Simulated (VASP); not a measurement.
# Core-hole spectrum of WS2 (Tungstenite)

Wanted: the near-edge structure of WS2 (Tungstenite). The cell has space group P6_3/mmc. The start is a cell from a database of measured crystal structures.

Method: r2SCAN, no spin polarisation; plane waves and PAW (W, S), in the first sound run; inputs show where later runs differ, in VASP 6.6.1.

This is a report of a sequence of runs, with most program output left out.

The database entry behind the starting cell differs from later determinations by our own check (an axis about 1.4 % long against later determinations), so it need not match the best structure at ambient conditions.

### Step 1. The host crystal

It takes space group P6_3/mmc (No. 194, hexagonal). Conventional cell: a = 3.180 Å, b = 3.180 Å, c = 12.500 Å, α = 90.00°, β = 90.00°, γ = 120.00°. Nearest to W lie 6 S at 2.41 Å. Nearest to S lie 3 W at 2.41 Å. Farther neighbours and most contacts between anions are not listed.

As a file:

```xyz
6
Lattice="3.1800 0.0000 0.0000 -1.5900 2.7540 0.0000 0.0000 0.0000 12.5000" Properties=species:S:1:pos:R:3 pbc="T T T"
W     0.0000    1.8360    3.1250
W     1.5900    0.9180    9.3750
S     0.0000    1.8360    7.8125
S     1.5900    0.9180    1.5625
S     0.0000    1.8360   10.9375
S     1.5900    0.9180    4.6875
```

### Step 2. Relaxation

The atoms are relaxed first inside the given cell, which is kept (ISIF = 2), since core levels depend on the positions.

INCAR reads:

```
SYSTEM = WS2
PREC = Accurate
ENCUT = 400
EDIFF = 1E-06
NELM = 100
ISMEAR = 0
SIGMA = 0.05
LREAL = .FALSE.
ALGO = Normal
METAGGA = R2SCAN
LASPH = .TRUE.
NBANDS = 24
LWAVE = .FALSE.
LCHARG = .FALSE.
KPAR = 8
IBRION = 2
NSW = 60
ISIF = 2
EDIFFG = -0.01
```

POSCAR reads:

```
WS2
1.0
    3.1800000000      0.0000000000      0.0000000000
   -1.5900000000      2.7539607840      0.0000000000
    0.0000000000      0.0000000000     12.5000000000
W S
2 4
Direct
    0.3333333333      0.6666666667      0.2500000000
    0.6666666667      0.3333333333      0.7500000000
    0.3333333333      0.6666666667      0.6250000000
    0.6666666667      0.3333333333      0.1250000000
    0.3333333333      0.6666666667      0.8750000000
    0.6666666667      0.3333333333      0.3750000000
```

KPOINTS reads:

```
Automatic mesh
0
Gamma
7 7 2
0 0 0
```

The projector-augmented-wave data sets are W and S (PBE family, release 64).

On the command line:

```
$ mpirun -np 8 vasp_std
```

It took 76 s on 8 MPI ranks of Intel Xeon Platinum 8259CL at 2.50GHz (Skylake/Cascade Lake), shared host; peak memory 1.9 GiB.

The PAW data sets were made with PBE, which is usual practice but a small mismatch for other functionals. The data set W keeps the semicore shell frozen, which is cheaper and a little less accurate. The run keeps the 24 symmetry operations of its start, so it cannot find a distortion of lower symmetry.

Step by step:

| step | energy less that of the first step (eV) | largest force (eV/Å) |
| --- | --- | --- |
| 1 | 0.0000 | 0.1791 |
| 2 | -0.0030 | 0.0081 |

The relaxed structure:

```cif
data_structure
_symmetry_space_group_name_H-M 'P 1'
_symmetry_Int_Tables_number 1
_cell_length_a 3.1800
_cell_length_b 3.1800
_cell_length_c 12.5000
_cell_angle_alpha 90.000
_cell_angle_beta 90.000
_cell_angle_gamma 120.000
_cell_volume 109.47
loop_
_atom_site_label
_atom_site_type_symbol
_atom_site_fract_x
_atom_site_fract_y
_atom_site_fract_z
_atom_site_occupancy
W1 W 0.33333 0.66667 0.25000 1
W2 W 0.66667 0.33333 0.75000 1
S3 S 0.33333 0.66667 0.62569 1
S4 S 0.66667 0.33333 0.12569 1
S5 S 0.33333 0.66667 0.87431 1
S6 S 0.66667 0.33333 0.37431 1
```

This step gave:

```
free energy (TOTEN) : -140.3365 eV
Fermi energy        : 6.166 eV
pressure            : 0.3944 GPa
```

At r2SCAN, with these data sets, the largest force is down to 0.0081 eV/Å.

### Step 3. Supercell without a hole

This step: LDA, no spin polarisation; plane waves and PAW (S, W, S) (VASP 6.6.1).

System of this step: WS2 (Tungstenite). The cell holds 54 atoms: 36 S and 18 W. Its edges and angles: a = 9.540 Å, b = 9.540 Å, c = 12.500 Å, α = 90.0°, β = 90.0°, γ = 120.0°. It derives from WS2 (Tungstenite), repeated 3×3×1. Nearest the centre at fractional (0.111, 0.222, 0.626): S1 at 0.00 Å, W12 at 2.41 Å, W17 at 2.41 Å, W11 at 2.41 Å, S37 at 3.11 Å, S27 at 3.18 Å, S21 at 3.18 Å, S25 at 3.18 Å.

The cell without a hole gives, with ICORELEVEL = 1, the Kohn-Sham core levels of the initial state. It is a supercell, which puts a hole 9.5 Å from its nearest image.

INCAR reads:

```
SYSTEM = WS2
PREC = Accurate
ENCUT = 400
EDIFF = 1E-05
NELM = 100
ISMEAR = 0
SIGMA = 0.05
LREAL = Auto
ALGO = Fast
GGA = CA
NBANDS = 200
LASPH = .TRUE.
LWAVE = .FALSE.
LCHARG = .FALSE.
NCORE = 8
ICORELEVEL = 1
```

POSCAR reads:

```
WS2
1.0
    9.5400000000      0.0000000000      0.0000000000
   -4.7700000000      8.2618823520      0.0000000000
    0.0000000000      0.0000000000     12.5000000000
S W S
1 18 35
Direct
    0.1111111111      0.2222222222      0.6256911216
    0.1111111111      0.2222222222      0.2500000000
    0.1111111111      0.5555555556      0.2500000000
    0.1111111111      0.8888888889      0.2500000000
    0.4444444444      0.2222222222      0.2500000000
    0.4444444444      0.5555555556      0.2500000000
    0.4444444444      0.8888888889      0.2500000000
    0.7777777778      0.2222222222      0.2500000000
    0.7777777778      0.5555555556      0.2500000000
    0.7777777778      0.8888888889      0.2500000000
    0.2222222222      0.1111111111      0.7500000000
    0.2222222222      0.4444444444      0.7500000000
    0.2222222222      0.7777777778      0.7500000000
    0.5555555556      0.1111111111      0.7500000000
    0.5555555556      0.4444444444      0.7500000000
    0.5555555556      0.7777777778      0.7500000000
    0.8888888889      0.1111111111      0.7500000000
    0.8888888889      0.4444444444      0.7500000000
    0.8888888889      0.7777777778      0.7500000000
    0.1111111111      0.5555555556      0.6256911216
    0.1111111111      0.8888888889      0.6256911216
    0.4444444444      0.2222222222      0.6256911216
    0.4444444444      0.5555555556      0.6256911216
    0.4444444444      0.8888888889      0.6256911216
    0.7777777778      0.2222222222      0.6256911216
    0.7777777778      0.5555555556      0.6256911216
    0.7777777778      0.8888888889      0.6256911216
    0.2222222222      0.1111111111      0.1256911216
    0.2222222222      0.4444444444      0.1256911216
    0.2222222222      0.7777777778      0.1256911216
    0.5555555556      0.1111111111      0.1256911216
    0.5555555556      0.4444444444      0.1256911216
    0.5555555556      0.7777777778      0.1256911216
    0.8888888889      0.1111111111      0.1256911216
    0.8888888889      0.4444444444      0.1256911216
    0.8888888889      0.7777777778      0.1256911216
    0.1111111111      0.2222222222      0.8743088784
    0.1111111111      0.5555555556      0.8743088784
    0.1111111111      0.8888888889      0.8743088784
    0.4444444444      0.2222222222      0.8743088784
    0.4444444444      0.5555555556      0.8743088784
    0.4444444444      0.8888888889      0.8743088784
    0.7777777778      0.2222222222      0.8743088784
    0.7777777778      0.5555555556      0.8743088784
    0.7777777778      0.8888888889      0.8743088784
    0.2222222222      0.1111111111      0.3743088784
    0.2222222222      0.4444444444      0.3743088784
    0.2222222222      0.7777777778      0.3743088784
    0.5555555556      0.1111111111      0.3743088784
    0.5555555556      0.4444444444      0.3743088784
    0.5555555556      0.7777777778      0.3743088784
    0.8888888889      0.1111111111      0.3743088784
    0.8888888889      0.4444444444      0.3743088784
    0.8888888889      0.7777777778      0.3743088784
```

KPOINTS reads:

```
Automatic mesh
0
Gamma
2 2 2
0 0 0
```

PAW data sets: S, W and S (PBE family, release 64).

On the command line:

```
$ mpirun -np 8 vasp_std
```

Wall time 4.9 min (8 MPI ranks); peak memory 1.7 GiB.

These are scalar-relativistic Kohn-Sham levels of the ground state, with no core hole, so they are not binding energies. The PAW data sets were made with PBE, though LDA sets exist; this is a small mismatch.

Numbers from this step:

- free energy (TOTEN): -474.2396 eV
- Fermi energy: 6.083 eV
- pressure: -4.084 GPa

The two shallowest core shells; atoms whose shallowest level rounds to another's at 0.01 eV are left out. Core levels, by row:

| atom | shell | level below the valence-band top (eV) |
| --- | --- | --- |
| S1 | 2s | 205.9 |
| S1 | 2p | 150.7 |
| W2 | 5p | 38.71 |
| W2 | 4f | 28.92 |

### Step 4. K edge, Wyckoff site S f, full hole, excited electron kept

This step: supercell core-hole method, LDA, full hole, excited electron kept, no spin polarisation; plane waves and PAW (S, W, S) (VASP 6.6.1).

One core electron of the first atom, a species of its own in POSCAR, is moved to the lowest empty state, so the cell stays neutral. NBANDS covers the range above the edge.

INCAR reads:

```
SYSTEM = WS2
PREC = Accurate
ENCUT = 400
EDIFF = 1E-06
NELM = 100
ISMEAR = 0
SIGMA = 0.05
LREAL = Auto
ALGO = Normal
GGA = CA
NBANDS = 728
LASPH = .TRUE.
LWAVE = .FALSE.
LCHARG = .FALSE.
ICORELEVEL = 2
CLNT = 1
CLN = 1
CLL = 0
CLZ = 1
CH_LSPEC = .TRUE.
CH_NEDOS = 1500
CH_SIGMA = 1
```

POSCAR is that of step 3.

KPOINTS is that of step 3.

On the command line:

```
$ mpirun -np 8 vasp_std
```

It took 24 min on 8 MPI ranks; peak memory 2.9 GiB; 2.6 h of CPU time.

This step gave:

```yaml
free_energy_toten: -461.3471 eV
energy_at_zero_smearing: -461.3314 eV
fermi_energy: 6.765 eV
pressure: -3.955 GPa
```

Smoothed further by a Gaussian, to a width of roughly 2 to 2.4 eV in all; heights scale with one over the cell volume; the energy axis is the program's own, and the fall at its high end is where NBANDS ends. Imaginary dielectric function times 10^5 against photon energy; read off at these points:

| photon energy (eV) | xx | zz |
| --- | --- | --- |
| 2408.0 | 2.3e-6 | 3.0e-7 |
| 2409.0 | 1.1e-4 | 2.8e-5 |
| 2410.0 | 0.00268 | 8.0e-4 |
| 2411.0 | 0.0280 | 0.00966 |
| 2412.0 | 0.120 | 0.0512 |
| 2413.0 | 0.218 | 0.126 |
| 2413.3 | 0.225 | 0.145 |
| 2414.0 | 0.193 | 0.163 |
| 2415.0 | 0.113 | 0.137 |
| 2416.0 | 0.0618 | 0.0963 |
| 2417.0 | 0.0403 | 0.0814 |
| 2418.0 | 0.0475 | 0.0953 |
| 2419.0 | 0.0718 | 0.125 |
| 2420.0 | 0.0978 | 0.146 |
| 2421.0 | 0.115 | 0.122 |
| 2422.0 | 0.131 | 0.0889 |
| 2422.5 | 0.135 | 0.0869 |
| 2423.0 | 0.132 | 0.0916 |
| 2424.0 | 0.115 | 0.0944 |
| 2425.0 | 0.100 | 0.0852 |
| 2426.0 | 0.0793 | 0.0791 |
| 2427.0 | 0.0574 | 0.0713 |
| 2428.0 | 0.0598 | 0.0662 |
| 2429.0 | 0.0772 | 0.0759 |
| 2430.0 | 0.0877 | 0.0862 |
| 2431.0 | 0.0974 | 0.0916 |
| 2431.5 | 0.0999 | 0.0915 |
| 2432.0 | 0.0981 | 0.0886 |
| 2433.0 | 0.0854 | 0.0827 |
| 2434.0 | 0.0749 | 0.0822 |
| 2435.0 | 0.0791 | 0.0770 |
| 2436.0 | 0.0888 | 0.0695 |
| 2437.0 | 0.0869 | 0.0604 |
| 2438.0 | 0.0781 | 0.0567 |
| 2439.0 | 0.0726 | 0.0632 |
| 2440.0 | 0.0705 | 0.0765 |
| 2441.0 | 0.0698 | 0.0883 |
| 2442.0 | 0.0618 | 0.0805 |
| 2443.0 | 0.0380 | 0.0483 |
| 2444.0 | 0.0129 | 0.0158 |
| 2445.0 | 0.00213 | 0.00249 |
| 2446.0 | 1.6e-4 | 1.8e-4 |
| 2447.0 | 4.8e-6 | 5.3e-6 |

The smoothed xx curve reaches a tenth of its top at about 2411 eV.

### Step 5. K edge, Wyckoff site S f, full hole

This step: supercell core-hole method, LDA, full hole, no spin polarisation; plane waves and PAW (S, W, S) (VASP 6.6.1).

One core electron is taken from the first atom, which POSCAR lists as a species of its own, and NELECT stays that of the neutral valence shell, so the cell is charged against a background. NBANDS covers the range above the edge. The first density still holds the charge taken from the core, which is what the BRMIX lines of the log report.

Changes to INCAR since step 4:

```diff
@@ -22 +22,2 @@
 CH_SIGMA = 1
+NELECT = 324
```

POSCAR is that of step 4.

KPOINTS is that of step 4.

On the command line:

```
$ mpirun -np 8 vasp_std
```

It took 18 min on 8 MPI ranks; peak memory 2.8 GiB.

This step gave:

| Item | Value |
| --- | --- |
| free energy (TOTEN) | -468.0380 eV |
| Fermi energy | 6.127 eV |

The imaginary dielectric function times 10^5 has structure finer than the step of the table below, so its rows give means over 2 eV, whole bins alone (the curve runs from 2407 to 2452 eV). Peaks (eV: height): xx 2413.1: 0.227, 2422.5: 0.136, 2431.5: 0.101; zz 2413.9: 0.165, 2420.1: 0.142, 2431.3: 0.0922, 2441.3: 0.0885.

Smoothed further by a Gaussian, to a width of roughly 2 to 2.4 eV in all; heights scale with one over the cell volume; the energy axis is the program's own, and the fall at its high end is where NBANDS ends. The imaginary dielectric function times 10^5 by photon energy; means over each step:

| photon energy (eV) | xx | zz |
| --- | --- | --- |
| 2410 | 0.00959 | 0.00359 |
| 2412 | 0.141 | 0.0705 |
| 2414 | 0.174 | 0.154 |
| 2416 | 0.0607 | 0.0960 |
| 2418 | 0.0518 | 0.0967 |
| 2420 | 0.0977 | 0.134 |
| 2422 | 0.130 | 0.0965 |
| 2424 | 0.113 | 0.0925 |
| 2426 | 0.0764 | 0.0771 |
| 2428 | 0.0630 | 0.0679 |
| 2430 | 0.0885 | 0.0848 |
| 2432 | 0.0954 | 0.0887 |
| 2434 | 0.0765 | 0.0822 |
| 2436 | 0.0882 | 0.0688 |
| 2438 | 0.0777 | 0.0587 |
| 2440 | 0.0699 | 0.0761 |
| 2442 | 0.0583 | 0.0758 |
| 2444 | 0.0151 | 0.0193 |
| 2446 | 4.3e-4 | 5.1e-4 |
| 2448 | 5.7e-7 | 7.7e-7 |

The smoothed xx curve reaches a tenth of its top at about 2411 eV.

### Step 6. Summary

This step: supercell core-hole method, LDA; plane waves and PAW (VASP 6.6.1).

No new run; the numbers come from the runs before.

Core-hole runs:

| site | hole | cost (core minutes) |
| --- | --- | --- |
| S f | full hole, excited electron kept | 189.1 |
| S f | full hole | 146.8 |

### Step 7. Outcome

- K edge of S f, full hole, excited electron kept: xx reaches a tenth of its top at 2410.9 eV on the program's axis; share within the next 5 eV of the next 20 eV: 35 %
- K edge of S f, full hole: xx reaches a tenth of its top at 2410.7 eV on the program's axis; share within the next 5 eV of the next 20 eV: 35 %

What this shows: The S K edge, for light polarised along x, reaches a tenth of its top at 2410.9 eV on the program's axis. That mark passes over any weaker pre-edge, and only dipole transitions enter. The electron from the core stays in the cell and fills some of the lowest empty states. Whether the program still counts those as final states wasn't checked, so features at and just under the onset are in doubt. In the charged run (full hole) weight just under or at the onset may be a state bound to the hole or the highest filled band counted as a final state; this wasn't checked, so onset and share of that run are in doubt. Share of the first 20 eV of absorption, for light polarised along x, that lies within 5 eV of each run's own onset: 35 % with full hole and 35 % with full hole, excited electron kept. One site of the element was run (Wyckoff letter f). With 54 atoms and a 2×2×2 mesh the peak shapes still carry the imprint of the mesh. The fall at the high end is where NBANDS ends. The other core electrons stay frozen, so neither the program's energy axis nor the change of TOTEN is an excitation energy; spectra are aligned at the onset when set beside measurement. The given cell is kept, although it stands at -4.1 GPa at LDA and ENCUT = 400 eV, which holds the mismatch of the given cell with this functional, any error of the entry itself and any basis-set error; the relaxation of the atoms, at r2SCAN and ENCUT = 400 eV, gave +0.4 GPa. Not tabulated here, as repeats of values shown or as unfit to read for their mesh, reference level or band range: gaps (K edge, relaxation, supercell without a hole); core levels (K edge); pressures of a box with vacuum or a charge (K edge).

[Lines on the potential files, build, host, timing and source positions are cut from VASP's logs without a mark.]

[Logs are printed without paths, hosts, clocks, repeated set-up lines and the standing remarks that a program may print on its own settings, such as how far it seeks lower states.]

[Hosts, paths, dates, database ids (printed as entryN), source tags and the programs' standing remarks are cut or masked in the printed files.]
